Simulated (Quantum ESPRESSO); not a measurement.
# ZrC under changes of volume

One of the cells (13.228 Å³/atom); the others are scaled copies at fixed shape and fractional positions:

```
CELL_PARAMETERS angstrom
0.00000 2.36500 2.36500
2.36500 0.00000 2.36500
2.36500 2.36500 0.00000
ATOMIC_POSITIONS crystal
Zr 0.50000 0.50000 0.50000
C 0.00000 0.00000 0.00000
```

```yaml
Program: Quantum ESPRESSO 7.5
Functional: PBEsol
Potentials_or_basis: PseudoDojo 0.4 FR PBEsol standard
Cutoff: 1116 eV
Density_cutoff: 4463 eV
k_mesh: 10 × 10 × 10
Occupations: fermi-dirac, width 0.05 eV
Spin: spin-orbit coupling, no magnetisation
```

```tsv
volume (Å³/atom)	energy over the lowest point (meV/atom)	pressure (GPa)
12.434	5.64	6.0
12.699	0.00	0.8
12.963	2.57	-3.9
13.228	12.55	-8.2
13.493	29.19	-12.0
13.757	51.85	-15.5
14.022	?	?
```

Problem. What does the run at 14.022 Å³/atom give?

Solution. Energy over the lowest point 79.90 meV/atom; pressure -18.6 GPa.

Worked out: A Birch-Murnaghan fit of order 3 (a polynomial in V^(-2/3)) to the other rows has its minimum at 12.74 Å³/atom with B0 = V·E''(V) = 234 GPa and B' = 3.9. It gives 80.04 meV/atom at 14.022 Å³/atom, against the run's 79.90, and -dE/dV = -18.6 GPa, against -18.6.

Energies are extrapolated to zero smearing.
